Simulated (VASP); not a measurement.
# MgO (Cmcm) in VASP: a series of runs

One crystal, MgO, is run at these levels: PBE; tasks: single point, relaxation of cell and atoms.

Everything below comes from runs of VASP 6.6.1. Logs are shortened: lines on timing, memory, paths and dates and some standing lists are left out, and cuts for length are marked.

## Step 1: The crystal as given

It takes space group Cmcm (No. 63, orthorhombic). Conventional cell: a = 2.891 Å, b = 11.604 Å, c = 2.909 Å, α = 90.00°, β = 90.00°, γ = 90.00°. Mg (site symmetry m2m) is surrounded by 5 O at 2.05 to 2.18 Å. Around O (site symmetry m2m) lie 5 Mg at 2.05 to 2.18 Å.

The cell was built by a generator and needn't be a form met in nature.

## Step 2: Single point, PBE

Contents of INCAR:

```
SYSTEM = MgO
  PREC = Accurate
  ENCUT = 520
  EDIFF = 1E-6
  ISMEAR = 0
  SIGMA = 0.02
  LREAL = .FALSE.
  LASPH = .TRUE.
  NELM = 100
  ALGO = Fast
  ISIF = 2
  LWAVE = .FALSE.
  LCHARG = .TRUE.
  GGA = PE
  LELF = .TRUE.
  LVHAR = .TRUE.
  NBANDS = 16
```

Contents of KPOINTS:

```
regular mesh
0
G
  8 8 8
  0 0 0
```

Contents of POSCAR:

```
MgO
1.0
    1.4454171916     -5.8019912580      0.0000000000
    1.4454171916      5.8019912580      0.0000000000
    0.0000000000      0.0000000000      2.9091406225
Mg O
2 2
Direct
    0.3419922001      0.6580077999      0.7500000000
    0.6580077999      0.3419922001      0.2500000000
    0.1538415937      0.8461584063      0.7500000000
    0.8461584063      0.1538415937      0.2500000000
```

Potentials or basis: VASP PAW PBE potentials, release 64 (Mg, O).

Started as:

```bash
$ cat potpaw_PBE.64/Mg/POTCAR potpaw_PBE.64/O/POTCAR > POTCAR
$ mpirun -np 1 vasp_std > vasp.out
```

OUTCAR:

```text
SYSTEM = MgO
   PREC = Accurate
   ENCUT = 520
   EDIFF = 1E-6
   ISMEAR = 0
   LREAL = .FALSE.
   LASPH = .TRUE.
   NELM = 100
   ISIF = 2
   GGA = PE

 ion  position               nearest neighbor table
   1  0.342  0.658  0.750-   4 2.05   4 2.05   4 2.05   4 2.05   3 2.18   2 2.96   2 2.96   2 2.96
                             2 2.96
   2  0.658  0.342  0.250-   3 2.05   3 2.05   3 2.05   3 2.05   4 2.18   1 2.96   1 2.96   1 2.96
                             1 2.96
   3  0.154  0.846  0.750-   2 2.05   2 2.05   2 2.05   2 2.05   1 2.18
   4  0.846  0.154  0.250-   1 2.05   1 2.05   1 2.05   1 2.05   2 2.18

  LATTYP: Found a base centered orthorhombic cell.
 ALAT       =     2.8908343832
 B/A-ratio  =     4.0140599487
 C/A-ratio  =     1.0063325106

  Lattice vectors:

 A1 = (   1.4454171916,  -5.8019912580,   0.0000000000)
 A2 = (   1.4454171916,   5.8019912580,   0.0000000000)
 A3 = (   0.0000000000,   0.0000000000,   2.9091406225)

Analysis of symmetry for initial positions (statically):
=====================================================================
 Subroutine PRICEL returns:
 Original cell was already a primitive cell.

 Routine SETGRP: Setting up the symmetry group for a
 base centered orthorhombic supercell.

 Subroutine GETGRP returns: Found  8 space group operations
 (whereof  4 operations were pure point group operations)
 out of a pool of  8 trial point group operations.

The static configuration has the point symmetry C_2h.
 The point group associated with its full space group is D_2h.

Analysis of symmetry for dynamics (positions and initial velocities):
=====================================================================
 Subroutine PRICEL returns:
 Original cell was already a primitive cell.

 Routine SETGRP: Setting up the symmetry group for a
 base centered orthorhombic supercell.

 Subroutine GETGRP returns: Found  8 space group operations
 (whereof  4 operations were pure point group operations)
 out of a pool of  8 trial point group operations.

The dynamic configuration has the point symmetry C_2h.
 The point group associated with its full space group is D_2h.

 Subroutine INISYM returns: Found  8 space group operations
 (whereof  4 operations are pure point group operations),
 and found     1 'primitive' translations

----------------------------------------------------------------------------------------

                                     Primitive cell

  volume of cell :      48.7938

  direct lattice vectors                    reciprocal lattice vectors
     1.445417192 -5.801991258  0.000000000     0.345920889 -0.086177310  0.000000000
     1.445417192  5.801991258  0.000000000     0.345920889  0.086177310  0.000000000
     0.000000000  0.000000000  2.909140622     0.000000000  0.000000000  0.343744126

  length of vectors
     5.979325498  5.979325498  2.909140622     0.356493745  0.356493745  0.343744126

  position of ions in fractional coordinates (direct lattice)
     0.341992200  0.658007800  0.750000000
     0.658007800  0.341992200  0.250000000
     0.153841594  0.846158406  0.750000000
     0.846158406  0.153841594  0.250000000

  ion indices of the primitive-cell ions
   primitive index   ion index
                 1           1
                 2           2
                 3           3
                 4           4

----------------------------------------------------------------------------------------

 KPOINTS: regular mesh

Automatic generation of k-mesh.
 Grid dimensions read from file:
 generate k-points for:    8    8    8

 Generating k-lattice:

  Cartesian coordinates                     Fractional coordinates (reciprocal lattice)
     0.043240111 -0.010772164  0.000000000     0.125000000  0.000000000  0.000000000
     0.043240111  0.010772164  0.000000000     0.000000000  0.125000000  0.000000000
     0.000000000  0.000000000  0.042968016     0.000000000  0.000000000  0.125000000

  Length of vectors
     0.044561718  0.044561718  0.042968016

  Shift w.r.t. Gamma in fractional coordinates (k-lattice)
     0.000000000  0.000000000  0.000000000

 Subroutine IBZKPT returns following result:
 ===========================================

 Found    105 irreducible k-points:

 Following reciprocal coordinates:
            Coordinates               Weight
  0.000000  0.000000  0.000000      1.000000
  0.125000  0.000000  0.000000      4.000000
  0.250000  0.000000  0.000000      4.000000
  0.375000  0.000000  0.000000      4.000000
  0.500000  0.000000  0.000000      2.000000
  0.125000  0.125000  0.000000      2.000000
[... 16 lines left out ...]
  0.125000  0.000000  0.125000      8.000000
  0.250000  0.000000  0.125000      8.000000
 [... further k-points ...]
   k-points           NKPTS =    105   k-points in BZ     NKDIM =    105   number of bands    NBANDS=     16
   number of dos      NEDOS =    301   number of ions     NIONS =      4
   total plane-waves  NPLWV =  55296
   dimension x,y,z NGX =    48 NGY =   48 NGZ =   24
   dimension x,y,z NGXF=    96 NGYF=   96 NGZF=   48
   ions per type =               2   2
   NGX,Y,Z   is equivalent  to a cutoff of  13.35, 13.35, 13.72 a.u.
   NGXF,Y,Z  is equivalent  to a cutoff of  26.69, 26.69, 27.43 a.u.
 SYSTEM =  MgO
   PREC   = accura    normal or accurate (medium, high low for compatibility)
   ISTART =      0    job   : 0-new  1-cont  2-samecut
   ICHARG =      2    charge: 1-file 2-atom 10-const
   ISPIN  =      1    spin polarized calculation?
   LNONCOLLINEAR =      F non collinear calculations
   LSORBIT =      F    spin-orbit coupling
   LASPH  =      T    aspherical Exc in radial PAW
   ENCUT  =  520.0 eV  38.22 Ry    6.18 a.u.  11.12 11.12  5.41*2*pi/ulx,y,z
   NELM   =    100;   NELMIN=  2; NELMDL= -5     # of ELM steps
   EDIFF  = 0.1E-05   stopping-criterion for ELM
   LREAL  =      F    real-space projection
   EDIFFG = 0.1E-04   stopping-criterion for IOM
   NSW    =      0    number of steps for IOM
   IBRION =     -1    ionic relax: 0-MD 1-quasi-New 2-CG
   NFREE  =      0    steps in history (QN), initial steepest desc. (CG)
   ISIF   =      2    stress and relaxation
   ISYM   =      2    0-nonsym 1-usesym 2-fastsym
   POTIM  = 0.5000    time-step for ionic-motion
   TEBEG  =    0.0;   TEEND  =   0.0 temperature during run
   PSTRESS=    0.0 pullay stress
   NELECT =      16.0000    total number of electrons
   NUPDOWN=      -1.0000    fix difference up-down
   EMIN   =  10.00;   EMAX   =-10.00  energy-range for DOS
   EFERMI =   0.00;   METHOD = LEGACY
   ISMEAR =     0;   SIGMA  =   0.02  broadening in eV -4-tet -1-fermi 0-gaus
   EFERMI_NEDOS =   21; number of points for ismear=-14 and -15
   IALGO  =     68    algorithm
   IMIX   =      4    mixing-type and parameters
     AMIX     =   0.40;   BMIX     =  1.00
     AMIX_MAG =   1.60;   BMIX_MAG =  1.00
  volume/ion in A,a.u.               =      12.20        82.32
  Fermi-wavevector in a.u.,A,eV,Ry     =   1.128911  2.133333 17.339819  1.274441
  Thomas-Fermi vector in A             =   2.265603
   LORBIT       =      0    0 simple, 1 ext, 2 COOP (PROOUT), +10 PAW based schemes
   GGA     = PE    functional components
   LHFCALC =     F    Hartree Fock is set to
   AEXX    =    0.0000 exact exchange contribution
   IVDW    =     0    specifies the selected vdW correction
   LEPSILON=     F    determine dielectric tensor
   LRPA    =     F    only Hartree local field effects (RPA)
 non-spin polarized calculation
 RMM-DIIS sequential band-by-band and
 Gauss-broadening in eV      SIGMA  =   0.02
  energy-cutoff  :      520.00
  volume of cell :       48.79
 maximum number of plane-waves:      1339
 NGX is ok and might be reduce to    48
   NGX = 23   NGY = 23   NGZ = 11

 number of electron      16.0000000 magnetization

 Free energy of the ion-electron system (eV)
  ---------------------------------------------------
  ext. energy  EPLUGINS =         0.00000000
  ---------------------------------------------------
  free energy    TOTEN  =       -22.97243854 eV

  energy without entropy =      -22.97243854  energy(sigma->0) =      -22.97243854

 E-fermi :   1.2643     XC(G=0):  -9.4758

 val. band max:        1.1806589827   @ k =   0.5000   0.5000   0.0000
 cond. band min:       4.1441967842   @ k =   0.0000   0.0000   0.0000
 fundamental gap:      2.9635378015
 Fermi energy:         1.2643367037

 k-point     1 :       0.0000    0.0000    0.0000
  band No.  band energies     occupation
      1     -15.4446      2.00000
      2     -14.6546      2.00000
      3      -2.0440      2.00000
      4       0.5359      2.00000
      5       0.6299      2.00000
      6       0.7606      2.00000
[... 8 lines left out ...]
     15      17.3904      0.00000
     16      17.9228      0.00000

 k-point     2 :       0.1250    0.0000    0.0000
  band No.  band energies     occupation
      1     -15.3375      2.00000
      2     -14.5966      2.00000
      3      -1.8943      2.00000
      4      -0.1263      2.00000
      5       0.4446      2.00000
      6       0.5647      2.00000
[... 8 lines left out ...]
     15      17.1094      0.00000
     16      18.1993      0.00000

 k-point     3 :       0.2500    0.0000    0.0000
  band No.  band energies     occupation
      1     -15.0530      2.00000
      2     -14.4636      2.00000
      3      -1.6571      2.00000
      4      -1.3165      2.00000
      5      -0.5746      2.00000
      6       0.6444      2.00000
[... 8 lines left out ...]
     15      16.6151      0.00000
     16      18.9216      0.00000
[... 362 lines left out ...]
 k-point    23 :       0.1250    0.0000    0.1250
  band No.  band energies     occupation
      1     -15.2387      2.00000
      2     -14.5432      2.00000
      3      -1.7643      2.00000
      4      -0.2062      2.00000
      5       0.0619      2.00000
      6       0.2250      2.00000
[... 8 lines left out ...]
     15      16.5757      0.00000
     16      17.4975      0.00000

 k-point    24 :       0.2500    0.0000    0.1250
  band No.  band energies     occupation
      1     -14.9685      2.00000
      2     -14.4170      2.00000
      3      -1.5636      2.00000
      4      -1.2211      2.00000
      5      -0.5445      2.00000
      6       0.0789      2.00000
[... 8 lines left out ...]
     15      16.2305      0.00000
     16      17.7183      0.00000

 [... further k-points ...]

------------------------ aborting loop because EDIFF is reached ----------------------------------------

  FORCE on cell =-STRESS in cart. coord.  units (eV):
  Direction    XX          YY          ZZ          XY          YZ          ZX
  --------------------------------------------------------------------------------------
  -------------------------------------------------------------------------------------
  Total       -0.1692101     -0.0828049     -0.1748570      0.0000000      0.0000000      0.0000000
  in kB       -5.5561228     -2.7189531     -5.7415415      0.0000000      0.0000000      0.0000000
  external PRESSURE =      -4.6722058 kB  Pullay stress =       0.0000000 kB

 VOLUME and BASIS-vectors are now :
 -----------------------------------------------------------------------------
  energy-cutoff  :      520.00
  volume of cell :       48.79
      direct lattice vectors                 reciprocal lattice vectors
     1.445417192 -5.801991258  0.000000000     0.345920889 -0.086177310  0.000000000
     1.445417192  5.801991258  0.000000000     0.345920889  0.086177310  0.000000000
     0.000000000  0.000000000  2.909140622     0.000000000  0.000000000  0.343744126

 POSITION                                       TOTAL-FORCE (eV/Angst)
 -----------------------------------------------------------------------------------
      1.44542      1.83352      2.18186         0.000000      0.018116     -0.000000
      1.44542     -1.83352      0.72729         0.000000     -0.018116     -0.000000
      1.44542      4.01682      2.18186         0.000000      0.002274      0.000000
      1.44542     -4.01682      0.72729         0.000000     -0.002274     -0.000000
 -----------------------------------------------------------------------------------
    total drift:                                0.000000      0.000000     -0.000000

  FREE ENERGIE OF THE ION-ELECTRON SYSTEM (eV)
  ---------------------------------------------------
  free  energy   TOTEN  =       -22.9724385399 eV

  energy  without entropy=      -22.9724385399  energy(sigma->0) =      -22.97243854
```

Wall time 58 s (1 thread of Intel Xeon Platinum 8559C (Emerald Rapids), shared host); peak memory 0.27 GiB.

Results:

```yaml
Free_energy: -22.9724 eV
Pressure: -0.5 GPa
Largest_force: 0.018 eV/Å
Band_gap_on_the_k_mesh: 2.96 eV, indirect (least direct gap 2.99 eV)
```

Forces in eV/Å, atoms in the order of the input:
```
Mg   0.000  0.018  0.000
Mg   0.000 -0.018  0.000
O    0.000  0.002  0.000
O    0.000 -0.002  0.000
```

Stress tensor (GPa, compression positive):
```
-0.56  0.00  0.00
 0.00 -0.27  0.00
 0.00  0.00 -0.57
```

A k mesh can miss the band edges. As with any semilocal functional, this PBE gap is likely too small.

## Step 3: Relaxation of cell and atoms, PBE

This run uses another cell than the first one, of 11.86 Å³/atom, 0.973 times its volume.

Contents of INCAR:

```
SYSTEM = MgO
ALGO = Normal
EDIFF = 1E-6
EDIFFG = -0.01
ENCUT = 600
GGA = PE
IBRION = 2
ISIF = 3
ISMEAR = 0
LASPH = .True.
LCHARG = .False.
LREAL = .False.
LWAVE = .False.
NELM = 100
NSW = 100
PREC = Accurate
SIGMA = 0.02
```

Contents of KPOINTS:

```
k-points
0
Gamma
  8 8 8
  0 0 0
```

Contents of POSCAR:

```
MgO
1.0
    1.4439098247     -5.6363010933      0.0000000000
    1.4439098247      5.6363010933      0.0000000000
    0.0000000000      0.0000000000      2.9154815169
Mg O
2 2
Direct
    0.3444511050      0.6555488950      0.7500000000
    0.6555488950      0.3444511050      0.2500000000
    0.1512867309      0.8487132691      0.7500000000
    0.8487132691      0.1512867309      0.2500000000
```

Potentials or basis: VASP PAW PBE potentials, release 64 (Mg, O).

Started as:

```bash
$ cat potpaw_PBE.64/Mg/POTCAR potpaw_PBE.64/O/POTCAR > POTCAR
$ mpirun -np 1 vasp_std > vasp.out
```

Run time: 66 s. Hardware: 1 thread of Intel Xeon Platinum 8559C (Emerald Rapids), shared host; peak memory 0.27 GiB.

The run converged. Its results:

| Item | Value |
| --- | --- |
| Free energy | -22.9779 eV |
| Relaxed volume | 11.82 Å³/atom |
| Relaxed cell | a = 5.817 Å, b = 5.817 Å, c = 2.908 Å, α = 90.00°, β = 90.00°, γ = 151.30° |
| Space group after relaxing (to 0.05 Å) | Cmcm (No. 63) |
| Energy gained by relaxing | 0.1 meV/atom |
| Ionic steps | 3 |
| Pressure after relaxing | 0.1 GPa |
| Largest force after relaxing | 0.009 eV/Å |
| Band gap on the k mesh | 3.01 eV, indirect (least direct gap 3.06 eV) |

Forces in eV/Å, atoms in the order of the input:
```
Mg   0.000 -0.008  0.000
Mg   0.000  0.008  0.000
O    0.000  0.009  0.000
O    0.000 -0.009  0.000
```

Stress tensor (GPa, compression positive):
```
 0.07  0.00  0.00
 0.00  0.11  0.00
 0.00  0.00 -0.03
```

Step by step:
| step | energy change (eV) | largest force (eV/Å) | pressure (GPa) | volume (Å³) |
| --- | --- | --- | --- | --- |
| 1 | 0.0000 | 0.0058 | -0.53 | 47.45 |
| 2 | -0.0004 | 0.0135 | 0.30 | 47.18 |
| 3 | -0.0005 | 0.0092 | 0.05 | 47.26 |

Final structure:
```
Mg O
1.0
     1.44167   -5.63584    0.00000
     1.44167    5.63584    0.00000
     0.00000    0.00000    2.90846
Mg O
2 2
Direct
  0.34443 0.65557 0.75000
  0.65557 0.34443 0.25000
  0.15128 0.84872 0.75000
  0.84872 0.15128 0.25000
```

Levels at points of the mesh, in eV from the valence-band top:
| k point | band 6 | band 7 | band 8 | band 9 | band 10 | band 11 |
| --- | --- | --- | --- | --- | --- | --- |
| (0.00, 0.00, 0.00) | -0.35 | -0.07 | -0.04 | 3.01 | 8.79 | 9.43 |
| (0.50, 0.00, 0.00) | -0.71 | -0.35 | -0.32 | 5.88 | 8.16 | 9.82 |
| (0.50, 0.50, 0.00) | -0.59 | -0.12 | 0.00 | 4.91 | 6.36 | 10.68 |
| (0.00, 0.00, 0.50) | -1.14 | -0.27 | -0.27 | 7.39 | 7.39 | 9.60 |
| (0.50, 0.00, 0.50) | -2.09 | -0.61 | -0.61 | 8.44 | 8.44 | 10.36 |
| (0.50, 0.50, 0.50) | -0.79 | -0.27 | -0.27 | 6.60 | 6.60 | 10.58 |

A k mesh can miss the band edges.
